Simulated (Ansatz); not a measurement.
# GaAs: the cost of one run

Computed with Ansatz 0.2.0 (DFT PBEsol, scalar-relativistic, plane waves, PAW, unless a step's input says otherwise).

That is the level of the relaxation; later steps name their own.

1 further run of the same task is left out (set aside as unsound or not needed).

### 1 The starting structure

It takes space group F-43m (No. 216, cubic). The conventional cell has a = 5.658 Å, b = 5.658 Å, c = 5.658 Å, α = 90.00°, β = 90.00°, γ = 90.00°. Around Ga (site symmetry -43m) lie 4 As at 2.45 Å. Around As (site symmetry -43m) lie 4 Ga at 2.45 Å.

As a file:

```
CELL_PARAMETERS angstrom
0.00000 2.82914 2.82914
2.82914 0.00000 2.82914
2.82914 2.82914 0.00000
ATOMIC_POSITIONS crystal
Ga 0.00000 0.00000 0.00000
As 0.25000 0.25000 0.25000
```

It is the result of an earlier relaxation at this level (volume 22.64 Å³/atom; gap on the mesh: 0.42 eV).

### 2 Band edges over the whole zone

The input, input.yaml:

```yaml
crystal:
  lattice:
    - [0.0, 2.8291375183, 2.8291375183]
    - [2.8291375183, 0.0, 2.8291375183]
    - [2.8291375183, 2.8291375183, 0.0]
  atoms:
    - { symbol: Ga, position: [0.0, 0.0, 0.0] }
    - { symbol: As, position: [0.25, 0.25, 0.25] }
basis:
  ecutwfc: 420
kpoints:
  mp_grid: { grid: [12, 12, 12] }
  band_path: { path: [VBM, CBM], npoints: 2 }
hamiltonian:
  xc: pbesol
scf:
  occupations: { method: gaussian, width: 0.02 }
output:
  forces: true
  stress: true
  eigenvalues: true
```

Command:

```
ansatz run input.yaml --threads 1 --pin off --max-ram 2560MiB --backend cpu --events-out ev --progress --plain --runs-dir out
```

**Question.** How long does this run take on 1 thread of Arm Neoverse V2, shared host, and how much memory does it need?

About 8.5 s, with a peak of 0.35 GiB.
